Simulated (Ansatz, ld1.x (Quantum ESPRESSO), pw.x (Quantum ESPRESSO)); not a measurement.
## pw.x on bcc F: one setting changed

Potential: PAW, ld1.x (Quantum ESPRESSO) 7.5, PBE; core [He], reference 2s2 2p5; waves: 2s (bound): rcut 0.55, rcutus 0.70 bohr; 2s channel at 3.2 Ry: rcut 0.55, rcutus 0.70 bohr; 2p (bound): rcut 1.75, rcutus 1.95 bohr; 2p channel at 2.2 Ry: rcut 1.75, rcutus 1.95 bohr; 3d channel at -0.1 Ry: rcut 1.55, rcutus 1.90 bohr; 3d channel at 0.8 Ry: rcut 1.55, rcutus 1.90 bohr; local part: all-electron potential smoothed inside 1.40 bohr (lloc = -1); core correction: a·sin(br)/r model core inside 0.68 bohr; augmentation: PSQ, inside the norm-conserving radii.

The reference run (k-mesh 17³, cutoffs 110/900 Ry, Fermi–Dirac 0.01 Ry, mixing_beta 0.4, conv_thr 1e-9, no spin) gives -0.45 GPa at 10.330 Å³/atom, where all-electron LAPW gives -0.11 GPa. This run, with its own iteration cap, changes ecutrho/ecutwfc to 3.

```
&control
  calculation='scf', prefix='x', pseudo_dir='./', outdir='./tmp', tstress=.true., disk_io='none'
/
&system
  ibrav=0, nat=1, ntyp=1, ecutwfc=110, ecutrho=330, nbnd=11,
  occupations='smearing', smearing='fd', degauss=0.01
/
&electrons
  conv_thr=1e-09, mixing_beta=0.4, electron_maxstep=60
/
ATOMIC_SPECIES
F 1.0 F.UPF
CELL_PARAMETERS angstrom
  -1.37197683 1.37197683 1.37197683
  1.37197683 -1.37197683 1.37197683
  1.37197683 1.37197683 -1.37197683
ATOMIC_POSITIONS crystal
F 0.0000 0.0000 0.0000
K_POINTS automatic
17 17 17 0 0 0
```

```bash
pw.x < F.scf.in > F.scf.out
```

Q: How does the run end?

A: It converges in 6 iterations; the free energy moves by -44.2 meV/atom and the pressure by +4.56 GPa. Below 4 the density is truncated and F is no longer variational, so a small shift in one case is no licence.

```
Message from routine set_cutoff:
     ecutrho < 4*ecutwfc, are you sure?
     Message from routine setup:
     using ibrav=0 with symmetry is DISCOURAGED, use correct ibrav instead
     lattice parameter (alat)  =       4.4906  a.u.
     unit-cell volume          =      69.7103 (a.u.)^3
     number of electrons       =         7.00
     number of Kohn-Sham states=           11
     kinetic-energy cutoff     =     110.0000  Ry
     charge density cutoff     =     330.0000  Ry
     scf convergence threshold =      1.0E-09
     Exchange-correlation= SLA  PW   PBX  PBC
     number of k points=   165  Fermi-Dirac smearing, width (Ry)=  0.0100
     iteration #  1     ecut=   110.00 Ry     beta= 0.40
     total energy              =     -59.14372878 Ry
     estimated scf accuracy    <       0.00001274 Ry
     iteration #  2     ecut=   110.00 Ry     beta= 0.40
     total energy              =     -59.14373174 Ry
     estimated scf accuracy    <       0.00000616 Ry
     iteration #  3     ecut=   110.00 Ry     beta= 0.40
     total energy              =     -59.14373296 Ry
     estimated scf accuracy    <       0.00000278 Ry
     iteration #  4     ecut=   110.00 Ry     beta= 0.40
     total energy              =     -59.14373356 Ry
     estimated scf accuracy    <       0.00000002 Ry
     iteration #  5     ecut=   110.00 Ry     beta= 0.40
     total energy              =     -59.14373357 Ry
     estimated scf accuracy    <          3.8E-09 Ry
     iteration #  6     ecut=   110.00 Ry     beta= 0.40
     the Fermi energy is    -1.0589 ev
!    total energy              =     -59.14373358 Ry
     estimated scf accuracy    <          6.1E-11 Ry
     smearing contrib. (-TS)   =      -0.01060352 Ry
     The total energy is F=E-TS. E is the sum of the following terms:
     one-electron contribution =     -16.81864508 Ry
     hartree contribution      =      11.78412556 Ry
     xc contribution           =      -8.93816643 Ry
     ewald contribution        =     -34.38985589 Ry
     one-center paw contrib.   =     -10.77058822 Ry
     convergence has been achieved in   6 iterations
          total   stress  (Ry/bohr**3)                   (kbar)     P=       41.08
     Message from routine punch:
     Nothing written, as per user request (disk_io='none')
```

The run took about 21 s on one core of a shared host (Neoverse-V1, 32 threads, 247 GiB, load 18).
